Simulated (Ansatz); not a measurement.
Crystal: PtSe2 (Sudovikovite).

```
Pt Se
1.0
     3.72400    0.00000    0.00000
    -1.86200    3.22508    0.00000
     0.00000    0.00000    5.06200
Pt Se
1 2
Direct
  0.00000 0.00000 0.00000
  0.66667 0.33333 0.75000
  0.33333 0.66667 0.25000
```

```yaml
Program: Ansatz 0.2.0
Task: relaxation of cell and atoms
Functional: revPBE
Potentials_or_basis: Ansatz PAW
Cutoff: "420 eV (not typed: the program's choice for these potentials)"
k_mesh: 8 × 8 × 5
Occupations: fermi-dirac, width 0.05 eV
Spin: no spin polarisation
```

At the start: volume 20.27 Å³/atom.

Problem. Where does the relaxation end?

Solution. It ends after 26 steps and the volume is 33.59 Å³/atom (+65.8 %); space group P-3m1 (No. 164, to 0.05 Å).

The path:
```
step  energy change (eV)  largest force (eV/Å)  volume (Å³)
   1              0.0000                0.6267        60.80
   2             -0.1238                0.2443        68.79
   3             -0.1637                0.0500        69.28
   4             -0.1886                0.2013        71.27
   5             -0.1994                0.1667        73.86
   6             -0.2024                0.0044        73.82
   7             -0.2208                0.0090        73.82
   8             -0.2400                0.0494        76.46
   9             -0.2548                0.0365        79.46
  10             -0.2635                0.0207        82.65
  11             -0.2643                0.0006        84.17
  12             -0.2644                0.0008        84.01
  13             -0.2719                0.0029        84.01
  14             -0.2763                0.0006        85.88
  15             -0.2811                0.0205        89.03
  16             -0.2831                0.0031        90.78
  17             -0.2832                0.0513        93.91
  18             -0.2837                0.0041        93.41
  19             -0.2838                0.0012        93.20
  20             -0.2866                0.0002        93.20
  21             -0.2875                0.0001        94.75
  22             -0.2885                0.0223        97.84
  23             -0.2886                0.0030        98.44
  24             -0.2885                0.0240       101.48
  25             -0.2887                0.0028       100.77
  26             -0.2898                0.0033       100.77
```

Final structure:
```
CELL_PARAMETERS angstrom
3.77132 0.00000 0.00000
-1.88566 3.26605 0.00000
0.00000 0.00000 8.18148
ATOMIC_POSITIONS crystal
Pt 0.00000 0.00000 0.00000
Se 0.66667 0.33333 0.84008
Se 0.33333 0.66667 0.15992
```

Caveat: the volume moved by over 15 % at a fixed basis, so the end points are rough; the plane-wave basis is chosen anew once the cell has moved, so the energies of steps on either side of that aren't comparable; the volume moved by +66 % from the deposited cell, more than functionals usually miss; the PAW data sets come from PBE, with cores solved anew for the run's functional, which leaves a small shift of forces and pressure.
